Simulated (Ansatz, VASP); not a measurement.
Ga in VASP and in Ansatz

```
CELL_PARAMETERS angstrom
2.39149 0.00000 0.00000
0.00000 2.39149 0.00000
0.00000 0.00000 2.39149
ATOMIC_POSITIONS crystal
Ga 0.00000 0.00000 0.00000
```

Change from the starting cell: volume scaled by 0.68, PAW files.

Alike in both runs: task single point; functional PBE; k mesh 14 × 14 × 14; occupations fermi-dirac, width 0.05 eV; no spin polarisation.

```csv
,VASP,Ansatz
version,VASP 6.6.1,Ansatz 0.2.0
potentials or method,"VASP PAW PBE potentials, release 64 (Ga_d)","PAW with Ansatz's default frozen-core files, scalar-relativistic"
plane-wave cutoff (eV),520,420
valence electrons in the cell,13,13
```

```tsv
	VASP	Ansatz	Ansatz less VASP
pressure (GPa)	46.6	46.2	-0.41
```

Caveats: so large a pressure means that the cell lies far from this level's equilibrium, or that cutoff or potentials fall short (VASP).
